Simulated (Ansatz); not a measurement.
# A convergence test on CdSe (Cadmoselite): k mesh of the hybrid

Wanted: the cheapest k mesh of the hybrid that holds the HSE06 gap of CdSe (Cadmoselite).

Main program and level: Ansatz 0.2.0; DFT, HSE06, plane waves, PAW.

Report form: the programs' logs are mostly left out.

The database entry behind the starting cell differs from later determinations by our own check (inner coordinate of an old entry), so it need not match the best structure at ambient conditions.

## 1. Set-up

The structure is hexagonal, space group P6_3mc (No. 186). The conventional cell has a = 4.300 Å, b = 4.300 Å, c = 7.020 Å, α = 90.00°, β = 90.00°, γ = 120.00°. Cd has 4 Se at 2.61 to 2.70 Å nearest. Nearest to Se lie 4 Cd at 2.61 to 2.70 Å. Farther neighbours and most contacts between anions are not listed.

The cell and positions come from the Crystallography Open Database and are kept as given unless a step says otherwise. The default PAW set here is soft_2. Its files were made with PBE.

## 2. k mesh of the hybrid: 3×3×2

Input file input.yaml:

```yaml
crystal:
  lattice:
    - [4.3, 0.0, 0.0]
    - [-2.15, 3.7239092363, 0.0]
    - [0.0, 0.0, 7.02]
  atoms:
    - { symbol: Cd, position: [0.3333333333, 0.6666666667, 0.0] }
    - { symbol: Cd, position: [0.6666666667, 0.3333333333, 0.5] }
    - { symbol: Se, position: [0.3333333333, 0.6666666667, 0.385] }
    - { symbol: Se, position: [0.6666666667, 0.3333333333, 0.885] }
kpoints:
  mp_grid: { grid: [3, 3, 2] }
  band_path:
    path:
      - [0.0, 0.0, 0.0]
      - [0.5, 0.0, 0.0]
      - [0.33333333, 0.33333333, 0.0]
      - [0.0, 0.0, 0.5]
      - [0.5, 0.0, 0.5]
      - [0.33333333, 0.33333333, 0.5]
    npoints: 1
hamiltonian:
  xc: hse06
scf:
  occupations: { method: fixed }
  n_extra_bands: 5
output:
  eigenvalues: true
```

Started as:

```console
$ ansatz run input.yaml --threads 3 --pin off --max-ram 92160MiB --backend cuda --events-out ev --progress --plain --runs-dir out --devices 1 --max-vram 13GiB
```

Elapsed: 19 s, on 1 × NVIDIA H100 80GB HBM3 (shared by 6 runs) with 3 threads of AMD EPYC 7R13 (Zen 3), shared host; peak memory 1.2 GiB.

Numbers from this step:

* gap: 1.661 eV
* valence top at: Γ
* conduction bottom at: Γ
* least direct gap: 1.661 eV
* exact-exchange fraction: 0.25

The gap is direct, at Γ.

## 3. k mesh of the hybrid: 6×6×2

Changes to input.yaml since step 2:

```diff
@@ -11,3 +11,3 @@
 kpoints:
-  mp_grid: { grid: [3, 3, 2] }
+  mp_grid: { grid: [6, 6, 2] }
   band_path:
@@ -28 +28,5 @@
   eigenvalues: true
+  write_density: true
+  write_potential: true
+  elf: true
+  volumetric_format: npy
```

Elapsed: 38 s, on 1 × NVIDIA H100 80GB HBM3 (shared by 6 runs) with 3 threads; peak memory 1.4 GiB; 45 s of CPU time.

Numbers from this step:

```
gap                  : 1.646 eV
valence top at       : Γ
conduction bottom at : Γ
least direct gap     : 1.646 eV
```

The gap is 1.646 eV, −0.015 eV from the run before at this level.

## 4. k mesh of the hybrid: 6×6×4

Changes to input.yaml since step 3:

```diff
@@ -11,3 +11,3 @@
 kpoints:
-  mp_grid: { grid: [6, 6, 2] }
+  mp_grid: { grid: [6, 6, 4] }
   band_path:
@@ -28,5 +28 @@
   eigenvalues: true
-  write_density: true
-  write_potential: true
-  elf: true
-  volumetric_format: npy
```

It took 37 s on 1 × NVIDIA H100 80GB HBM3 (shared by 6 runs) with 3 threads; peak memory 1.6 GiB.

Numbers from this step:

| Item | Value |
| --- | --- |
| gap | 1.645 eV |
| valence top at | Γ |
| conduction bottom at | Γ |
| least direct gap | 1.645 eV |

The gap is 1.645 eV, −0.002 eV from the run before at this level.

## 5. The series

Differences are against the last row; a negative gap means that bands overlap, and a run with a band path holds that path's time. Times are wall times on 1 × NVIDIA H100 80GB HBM3 (shared by 6 runs) with 3 threads of AMD EPYC 7R13 (Zen 3), shared host, good to a factor of about two.

```
k mesh of the hybrid  gap (eV)  direct gap (eV)  gap error (eV)  energy error (meV/atom)  irreducible k  time
               3×3×2     1.661            1.661          +0.016                    +46.1              6  19 s
               6×6×2     1.646            1.646          +0.002                     +0.2             14  38 s
               6×6×4     1.645            1.645          +0.000                     +0.0             21  37 s
```

## 6. Summary of results

```json
{
 "3×3×2": "1.661 eV",
 "6×6×2": "1.646 eV",
 "6×6×4": "1.645 eV"
}
```

The gap holds to 0.02 eV from 3×3×2 on, the cheapest setting tried. At 3×3×2 the gap is off by +0.016 eV and the energy by +46 meV/atom. The gap is read over the mesh and added points near the edges, so meshes differ mainly through the density and, for a hybrid, the exchange operator.

[Paths, hosts, dates, memory and timing lines, banners, echoed tables and standing remarks are left out of the program output.]

[Logs are printed without paths, hosts, clocks, repeated set-up lines and the standing remarks that a program may print on its own settings, such as how far it seeks lower states.]

[Runs of the session that timed out or met a known fault of the program may be left out.]

[Cells called generated may have been cut or substituted from an entry of the Crystallography Open Database or the Materials Project.]

[Hosts, paths, dates, database ids (printed as entryN), source tags and the programs' standing remarks are cut or masked in the printed files.]
